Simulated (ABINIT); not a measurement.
Crystal: Ge.

```
CELL_PARAMETERS angstrom
3.99759 0.00000 0.00000
-1.99879 3.46201 0.00000
0.00000 0.00000 6.59938
ATOMIC_POSITIONS crystal
Ge 0.33333 0.66667 0.93710
Ge 0.66667 0.33333 0.43710
Ge 0.33333 0.66667 0.56290
Ge 0.66667 0.33333 0.06290
```

This isn't the form of Ge at room conditions, which is diamond.

Base run:

```yaml
Program: ABINIT 10.8.3 (patched build)
Functional: PBEsol
Potentials_or_basis: PseudoDojo NC SR PBEsol v0.4.1 standard
Cutoff: 952 eV
k_mesh: 6 × 6 × 3
Occupations: fermi-dirac, width 0.05 eV
Spin: no spin polarisation
```

Its results: band gap on the k mesh 0.17 eV, direct; largest force 0.021 eV/Å.

Q: The run is repeated on the same cell with these changes: functional from PBEsol to LDA; potentials or basis from PseudoDojo NC SR PBEsol v0.4.1 standard to PseudoDojo NC SR LDA v0.4.1 standard. What comes out?

A: Band gap on the k mesh 0.27 eV, direct; largest force 0.012 eV/Å.

Caveats: an odd mesh through Γ misses points on the zone boundary, where band edges often lie.
